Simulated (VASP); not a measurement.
# Li2S (Fm-3m) in VASP: further runs

Runs on Li2S. Level: PBE. Tasks: electric field gradients.

Program: VASP 6.6.1. These are calculated values, not measurements. Logs are shortened: lines on timing, memory, paths and dates and some standing lists are left out, and cuts for length are marked.

## 1. Starting point

It takes space group Fm-3m (No. 225, cubic). The conventional cell has a = 5.706 Å, b = 5.706 Å, c = 5.706 Å, α = 90.00°, β = 90.00°, γ = 90.00°. S (site symmetry m-3m) has 8 Li at 2.47 Å as nearest neighbours. Li (site symmetry -43m) has 4 S at 2.47 Å as nearest neighbours.

The cell comes from a database or a generator and needn't be the stable form of this composition.

## 2. Electric field gradients, PBE

Contents of INCAR:

```
ALGO = Normal
EDIFF = 1E-8
ENCUT = 520
GGA = PE
ISIF = 2
ISMEAR = -1
LASPH = T
LCHARG = F
LEFG = T
LREAL = F
LWAVE = F
NBANDS = 13
NELM = 100
PREC = Accurate
SIGMA = 0.08
```

Contents of KPOINTS:

```
k-points
0
Gamma
  12 12 12
```

Contents of POSCAR:

```
Li2S
1.0
    0.0000000000      2.8528021532      2.8528021532
    2.8528021532      0.0000000000      2.8528021532
    2.8528021532      2.8528021532      0.0000000000
S Li
1 2
Direct
    0.0000000000      0.0000000000      0.0000000000
    0.2500000000      0.2500000000      0.2500000000
    0.7500000000      0.7500000000      0.7500000000
```

Potentials or basis: VASP PAW PBE potentials, release 64 (S, Li_sv).

Run with:

```console
$ cat potpaw_PBE.64/S/POTCAR potpaw_PBE.64/Li_sv/POTCAR > POTCAR
$ mpirun -np 1 vasp_std > vasp.out
```

OUTCAR:

```text
EDIFF = 1E-8
   ENCUT = 520
   GGA = PE
   ISIF = 2
   ISMEAR = -1
   LASPH = T
   LREAL = F
   NELM = 100
   PREC = Accurate

 ion  position               nearest neighbor table
   1  0.000  0.000  0.000-   2 2.47   3 2.47   3 2.47   3 2.47   3 2.47   2 2.47   2 2.47   2 2.47

   2  0.250  0.250  0.250-   1 2.47   1 2.47   1 2.47   1 2.47
   3  0.750  0.750  0.750-   1 2.47   1 2.47   1 2.47   1 2.47

  LATTYP: Found a face centered cubic cell.
 ALAT       =     5.7056043064

  Lattice vectors:

 A1 = (   0.0000000000,   2.8528021532,   2.8528021532)
 A2 = (   2.8528021532,   0.0000000000,   2.8528021532)
 A3 = (   2.8528021532,   2.8528021532,   0.0000000000)

Analysis of symmetry for initial positions (statically):
=====================================================================
 Subroutine PRICEL returns:
 Original cell was already a primitive cell.

 Routine SETGRP: Setting up the symmetry group for a
 face centered cubic supercell.

 Subroutine GETGRP returns: Found 48 space group operations
 (whereof 48 operations were pure point group operations)
 out of a pool of 48 trial point group operations.

The static configuration has the point symmetry O_h .

Analysis of symmetry for dynamics (positions and initial velocities):
=====================================================================
 Subroutine PRICEL returns:
 Original cell was already a primitive cell.

 Routine SETGRP: Setting up the symmetry group for a
 face centered cubic supercell.

 Subroutine GETGRP returns: Found 48 space group operations
 (whereof 48 operations were pure point group operations)
 out of a pool of 48 trial point group operations.

The dynamic configuration has the point symmetry O_h .

 Subroutine INISYM returns: Found 48 space group operations
 (whereof 48 operations are pure point group operations),
 and found     1 'primitive' translations

----------------------------------------------------------------------------------------

                                     Primitive cell

  volume of cell :      46.4349

  direct lattice vectors                    reciprocal lattice vectors
     0.000000000  2.852802153  2.852802153    -0.175266273  0.175266273  0.175266273
     2.852802153  0.000000000  2.852802153     0.175266273 -0.175266273  0.175266273
     2.852802153  2.852802153  0.000000000     0.175266273  0.175266273 -0.175266273

  length of vectors
     4.034471496  4.034471496  4.034471496     0.303570089  0.303570089  0.303570089

  position of ions in fractional coordinates (direct lattice)
     0.000000000  0.000000000  0.000000000
     0.250000000  0.250000000  0.250000000
     0.750000000  0.750000000  0.750000000

  ion indices of the primitive-cell ions
   primitive index   ion index
                 1           1
                 2           2
                 3           3

----------------------------------------------------------------------------------------

 KPOINTS: k-points

Automatic generation of k-mesh.
 Grid dimensions read from file:
 generate k-points for:   12   12   12

 Generating k-lattice:

  Cartesian coordinates                     Fractional coordinates (reciprocal lattice)
    -0.014605523  0.014605523  0.014605523     0.083333333  0.000000000  0.000000000
     0.014605523 -0.014605523  0.014605523     0.000000000  0.083333333  0.000000000
     0.014605523  0.014605523 -0.014605523     0.000000000  0.000000000  0.083333333

  Length of vectors
     0.025297507  0.025297507  0.025297507

  Shift w.r.t. Gamma in fractional coordinates (k-lattice)
     0.000000000  0.000000000  0.000000000

 Subroutine IBZKPT returns following result:
 ===========================================

 Found     72 irreducible k-points:

 Following reciprocal coordinates:
            Coordinates               Weight
  0.000000  0.000000  0.000000      1.000000
  0.083333  0.000000  0.000000      8.000000
  0.166667  0.000000  0.000000      8.000000
  0.250000  0.000000  0.000000      8.000000
  0.333333  0.000000  0.000000      8.000000
  0.416667  0.000000  0.000000      8.000000
[... 16 lines left out ...]
  0.500000  0.166667  0.000000     24.000000
 -0.416667  0.166667  0.000000     24.000000
 [... further k-points ...]
   k-points           NKPTS =     72   k-points in BZ     NKDIM =     72   number of bands    NBANDS=     13
   number of dos      NEDOS =    301   number of ions     NIONS =      3
   total plane-waves  NPLWV =  27000
   dimension x,y,z NGX =    30 NGY =   30 NGZ =   30
   dimension x,y,z NGXF=    60 NGYF=   60 NGZF=   60
   ions per type =               1   2
   NGX,Y,Z   is equivalent  to a cutoff of  12.36, 12.36, 12.36 a.u.
   NGXF,Y,Z  is equivalent  to a cutoff of  24.72, 24.72, 24.72 a.u.
 SYSTEM =  unknown system
   PREC   = accura    normal or accurate (medium, high low for compatibility)
   ISTART =      0    job   : 0-new  1-cont  2-samecut
   ICHARG =      2    charge: 1-file 2-atom 10-const
   ISPIN  =      1    spin polarized calculation?
   LNONCOLLINEAR =      F non collinear calculations
   LSORBIT =      F    spin-orbit coupling
   LASPH  =      T    aspherical Exc in radial PAW
   ENCUT  =  520.0 eV  38.22 Ry    6.18 a.u.   7.50  7.50  7.50*2*pi/ulx,y,z
   NELM   =    100;   NELMIN=  2; NELMDL= -5     # of ELM steps
   EDIFF  = 0.1E-07   stopping-criterion for ELM
   LREAL  =      F    real-space projection
   EDIFFG = 0.1E-06   stopping-criterion for IOM
   NSW    =      0    number of steps for IOM
   IBRION =     -1    ionic relax: 0-MD 1-quasi-New 2-CG
   NFREE  =      0    steps in history (QN), initial steepest desc. (CG)
   ISIF   =      2    stress and relaxation
   ISYM   =      2    0-nonsym 1-usesym 2-fastsym
   POTIM  = 0.5000    time-step for ionic-motion
   TEBEG  =    0.0;   TEEND  =   0.0 temperature during run
   PSTRESS=    0.0 pullay stress
   NELECT =      12.0000    total number of electrons
   NUPDOWN=      -1.0000    fix difference up-down
   EMIN   =  10.00;   EMAX   =-10.00  energy-range for DOS
   EFERMI =   0.00;   METHOD = LEGACY
   ISMEAR =    -1;   SIGMA  =   0.08  broadening in eV -4-tet -1-fermi 0-gaus
   EFERMI_NEDOS =   21; number of points for ismear=-14 and -15
   IALGO  =     38    algorithm
   IMIX   =      4    mixing-type and parameters
     AMIX     =   0.40;   BMIX     =  1.00
     AMIX_MAG =   1.60;   BMIX_MAG =  1.00
  volume/ion in A,a.u.               =      15.48       104.45
  Fermi-wavevector in a.u.,A,eV,Ry     =   1.042766  1.970542 14.794448  1.087361
  Thomas-Fermi vector in A             =   2.177446
   LORBIT       =      0    0 simple, 1 ext, 2 COOP (PROOUT), +10 PAW based schemes
   GGA     = PE    functional components
   LHFCALC =     F    Hartree Fock is set to
   AEXX    =    0.0000 exact exchange contribution
   IVDW    =     0    specifies the selected vdW correction
   LEPSILON=     F    determine dielectric tensor
   LRPA    =     F    only Hartree local field effects (RPA)
 non-spin polarized calculation
  energy-cutoff  :      520.00
  volume of cell :       46.43
 maximum number of plane-waves:      1283
 NGX is ok and might be reduce to    30
   NGX = 15   NGY = 15   NGZ = 15

 number of electron      11.9999985 magnetization

 Free energy of the ion-electron system (eV)
  ---------------------------------------------------
  ext. energy  EPLUGINS =         0.00000000
  ---------------------------------------------------
  free energy    TOTEN  =       -11.99604612 eV

  energy without entropy =      -11.99604612  energy(sigma->0) =      -11.99604612

 E-fermi :   3.1224     XC(G=0):  -8.4922

 val. band max:        1.4402125677   @ k =   0.0000   0.0000   0.0000
 cond. band min:       4.8312064199   @ k =   0.5000   0.5000   0.0000
 fundamental gap:      3.3909938522
 Fermi energy:         3.1223692299

 k-point     1 :       0.0000    0.0000    0.0000
  band No.  band energies     occupation
      1     -42.7474      2.00000
      2     -42.7053      2.00000
      3      -9.5720      2.00000
      4       1.4402      2.00000
      5       1.4402      2.00000
      6       1.4402      2.00000
      7       5.6959      0.00000
      8       7.6676      0.00000
      9       7.6676      0.00000
     10       7.6676      0.00000
     11      12.6089      0.00000
     12      12.6089      0.00000
     13      13.8461      0.00000

 k-point     2 :       0.0833    0.0000    0.0000
  band No.  band energies     occupation
      1     -42.7466      2.00000
      2     -42.7060      2.00000
      3      -9.5465      2.00000
      4       1.1522      2.00000
      5       1.3996      2.00000
      6       1.3996      2.00000
      7       5.9129      0.00000
      8       7.7797      0.00000
      9       7.7797      0.00000
     10       7.8244      0.00000
     11      12.0074      0.00000
     12      12.0074      0.00000
     13      13.9095      0.00000

 k-point     3 :       0.1667    0.0000    0.0000
  band No.  band energies     occupation
      1     -42.7444      2.00000
      2     -42.7080      2.00000
      3      -9.4749      2.00000
      4       0.4937      2.00000
      5       1.2947      2.00000
      6       1.2947      2.00000
      7       6.3581      0.00000
      8       8.0394      0.00000
      9       8.0394      0.00000
     10       8.2650      0.00000
     11      11.3791      0.00000
     12      11.3791      0.00000
     13      14.1042      0.00000
[... 305 lines left out ...]
 k-point    23 :       0.5000    0.1667    0.0000
  band No.  band energies     occupation
      1     -42.7290      2.00000
      2     -42.7220      2.00000
      3      -9.1131      2.00000
      4      -1.1828      2.00000
      5       0.4984      2.00000
      6       0.6677      2.00000
      7       7.0863      0.00000
      8       8.5386      0.00000
      9       8.8528      0.00000
     10       9.9918      0.00000
     11      12.2944      0.00000
     12      13.9103      0.00000
     13      14.9103      0.00000

 k-point    24 :      -0.4167    0.1667    0.0000
  band No.  band energies     occupation
      1     -42.7268      2.00000
      2     -42.7241      2.00000
      3      -9.1042      2.00000
      4      -1.2270      2.00000
      5       0.3898      2.00000
      6       0.7608      2.00000
      7       7.3275      0.00000
      8       8.3491      0.00000
      9       8.7783      0.00000
     10      10.3726      0.00000
     11      12.3690      0.00000
     12      12.6827      0.00000
     13      15.1127      0.00000

 [... further k-points ...]

------------------------ aborting loop because EDIFF is reached ----------------------------------------

  FORCE on cell =-STRESS in cart. coord.  units (eV):
  Direction    XX          YY          ZZ          XY          YZ          ZX
  --------------------------------------------------------------------------------------
  -------------------------------------------------------------------------------------
  Total       -0.0261185     -0.0261185     -0.0261185     -0.0000000      0.0000000      0.0000000
  in kB       -0.9011840     -0.9011840     -0.9011840     -0.0000000      0.0000000      0.0000000
  external PRESSURE =      -0.9011840 kB  Pullay stress =       0.0000000 kB

 VOLUME and BASIS-vectors are now :
 -----------------------------------------------------------------------------
  energy-cutoff  :      520.00
  volume of cell :       46.43
      direct lattice vectors                 reciprocal lattice vectors
     0.000000000  2.852802153  2.852802153    -0.175266273  0.175266273  0.175266273
     2.852802153  0.000000000  2.852802153     0.175266273 -0.175266273  0.175266273
     2.852802153  2.852802153  0.000000000     0.175266273  0.175266273 -0.175266273

 POSITION                                       TOTAL-FORCE (eV/Angst)
 -----------------------------------------------------------------------------------
      0.00000      0.00000      0.00000        -0.000000      0.000000     -0.000000
      1.42640      1.42640      1.42640         0.000000      0.000000      0.000000
      4.27920      4.27920      4.27920         0.000000     -0.000000      0.000000
 -----------------------------------------------------------------------------------
    total drift:                                0.000000     -0.000000      0.000000

  FREE ENERGIE OF THE ION-ELECTRON SYSTEM (eV)
  ---------------------------------------------------
  free  energy   TOTEN  =       -11.9960461237 eV

  energy  without entropy=      -11.9960461236  energy(sigma->0) =      -11.99604612

 Electric field gradients (V/A^2)
---------------------------------------------------------------------
 ion       V_xx      V_yy      V_zz      V_xy      V_xz      V_yz
---------------------------------------------------------------------
   1       0.000    -0.000     0.000    -0.000    -0.000    -0.000
   2      -0.000     0.000    -0.000     0.007     0.007     0.007
   3       0.000    -0.000    -0.000     0.007     0.007     0.007
---------------------------------------------------------------------

 Electric field gradients after diagonalization (V/A^2)
 (convention: |V_zz| > |V_xx| > |V_yy|)
----------------------------------------------------------------------
 ion       V_xx      V_yy      V_zz     asymmetry (V_yy - V_xx)/ V_zz
----------------------------------------------------------------------
   1       0.000     0.000    -0.001       0.000
   2      -0.007    -0.007     0.013       0.000
   3      -0.007    -0.007     0.013       0.000
----------------------------------------------------------------------

           NMR quadrupolar parameters

 Cq : quadrupolar parameter    Cq=e*Q*V_zz/h
 eta: asymmetry parameters     (V_yy - V_xx)/ V_zz
 Q  : nuclear electric quadrupole moment in mb (millibarn)
----------------------------------------------------------------------
 ion       Cq(MHz)       eta       Q (mb)
----------------------------------------------------------------------
   1      -0.000       0.000       1.000
   2       0.000       0.000       1.000
   3       0.000       0.000       1.000
----------------------------------------------------------------------
```

Run time: 29 s. Hardware: 1 thread of Intel Xeon 6975P-C (Granite Rapids), shared host; peak memory 0.17 GiB.

Results:

* Free energy: -11.9960 eV
* Band gap on the k mesh: 3.39 eV, indirect (least direct gap 4.26 eV)

Electric field gradients, principal values (V/Å²):
| atom | Vxx | Vyy | Vzz |
| --- | --- | --- | --- |
| 1 S | 0.000 | 0.000 | -0.001 |
| 2 Li | -0.007 | -0.007 | 0.013 |
| 3 Li | -0.007 | -0.007 | 0.013 |

Caveat: the cutoff is under 1.25 times the usual one of these potentials, so pressure, stress and relaxed cells hold a basis-set (Pulay) error. A k mesh can miss the band edges.

## 3. Electric field gradients, PBE

Contents of INCAR:

```
SYSTEM = Li2S
  PREC = Accurate
  ENCUT = 520
  EDIFF = 1E-8
  ISMEAR = -1
  SIGMA = 0.08
  LREAL = .FALSE.
  LASPH = .TRUE.
  NELM = 100
  ALGO = Fast
  ISIF = 2
  LWAVE = .FALSE.
  LCHARG = .FALSE.
  GGA = PE
  LEFG = .TRUE.
  NBANDS = 13
```

Contents of KPOINTS:

```
Automatic mesh
0
G
  12 12 12
  0 0 0
```

POSCAR is that of step 2.

Potentials or basis: VASP PAW PBE potentials, release 64 (S, Li_sv).

Run with:

```console
$ cat potpaw_PBE.64/S/POTCAR potpaw_PBE.64/Li_sv/POTCAR > POTCAR
$ mpirun -np 1 vasp_std > vasp.out
```

OUTCAR:

```text
SYSTEM = Li2S
   PREC = Accurate
   ENCUT = 520
   EDIFF = 1E-8
   ISMEAR = -1
   LREAL = .FALSE.
   LASPH = .TRUE.
   NELM = 100
   ISIF = 2
   GGA = PE

 ion  position               nearest neighbor table
   1  0.000  0.000  0.000-   2 2.47   3 2.47   3 2.47   3 2.47   3 2.47   2 2.47   2 2.47   2 2.47

   2  0.250  0.250  0.250-   1 2.47   1 2.47   1 2.47   1 2.47
   3  0.750  0.750  0.750-   1 2.47   1 2.47   1 2.47   1 2.47

  LATTYP: Found a face centered cubic cell.
 ALAT       =     5.7056043064

  Lattice vectors:

 A1 = (   0.0000000000,   2.8528021532,   2.8528021532)
[... 606 lines left out ...]

 Electric field gradients (V/A^2)
---------------------------------------------------------------------
 ion       V_xx      V_yy      V_zz      V_xy      V_xz      V_yz
---------------------------------------------------------------------
   1       0.000    -0.000     0.000    -0.000    -0.000    -0.000
   2       0.000     0.000     0.000     0.007     0.007     0.007
   3      -0.000     0.000     0.000     0.007     0.007     0.007
---------------------------------------------------------------------

 Electric field gradients after diagonalization (V/A^2)
 (convention: |V_zz| > |V_xx| > |V_yy|)
----------------------------------------------------------------------
 ion       V_xx      V_yy      V_zz     asymmetry (V_yy - V_xx)/ V_zz
----------------------------------------------------------------------
   1       0.000     0.000    -0.001       0.000
   2      -0.007    -0.007     0.013       0.000
   3      -0.007    -0.007     0.013       0.000
----------------------------------------------------------------------

           NMR quadrupolar parameters

 Cq : quadrupolar parameter    Cq=e*Q*V_zz/h
 eta: asymmetry parameters     (V_yy - V_xx)/ V_zz
 Q  : nuclear electric quadrupole moment in mb (millibarn)
----------------------------------------------------------------------
 ion       Cq(MHz)       eta       Q (mb)
----------------------------------------------------------------------
   1      -0.000       0.000       1.000
   2       0.000       0.000       1.000
   3       0.000       0.000       1.000
----------------------------------------------------------------------
```

stdout:

```text
POSCAR found type information on POSCAR S Li
[... 18 lines left out ...]
 num prob  num prob  num prob  num prob  num prob  num prob  num prob  num prob RMM:  22    -0.119960462090E+02   -0.68001E-07   -0.61475E-08  2175   0.182E-03    0.152E-04
 num prob  num prob  num prob  num prob  num prob  num prob  num prob  num prob  num prob  num prob  num prob  num prob  num prob  num prob  num prob  num prob  num prob  num prob  num prob  num prob  num prob  num prob  num prob  num prob  num prob  num prob  num prob  num prob  num prob  num prob  num prob  num prob  num prob  num prob  num prob  num prob  num prob  num prob  num prob  num prob  num prob  num prob  num prob  num prob  num prob  num prob  num prob  num prob  nu
```

Wall time 42 s (1 thread of Intel Xeon 6975P-C (Granite Rapids), shared host); peak memory 0.17 GiB.

What came out:

- Free energy: -11.9960 eV
- Band gap on the k mesh: 3.39 eV, indirect (least direct gap 4.26 eV)

Levels at points of the mesh, in eV from the valence-band top:
| k point | band 3 | band 4 | band 5 | band 6 | band 7 | band 8 | band 9 | band 10 |
| --- | --- | --- | --- | --- | --- | --- | --- | --- |
| (0.00, 0.00, 0.00) | -11.01 | 0.00 | 0.00 | 0.00 | 4.26 | 6.23 | 6.23 | 6.23 |
| (0.50, 0.00, 0.00) | -10.58 | -2.86 | -0.50 | -0.50 | 6.09 | 6.57 | 6.57 | 8.40 |
| (0.50, 0.50, 0.00) | -10.46 | -2.15 | -1.41 | -1.41 | 3.39 | 7.09 | 11.06 | 11.06 |

Electric field gradients, principal values (V/Å²):
```
atom     Vxx     Vyy     Vzz
 1 S   0.000   0.000  -0.001
2 Li  -0.007  -0.007   0.013
3 Li  -0.007  -0.007   0.013
```

Caveat: the cutoff is under 1.25 times the usual one of these potentials, so pressure, stress and relaxed cells hold a basis-set (Pulay) error.
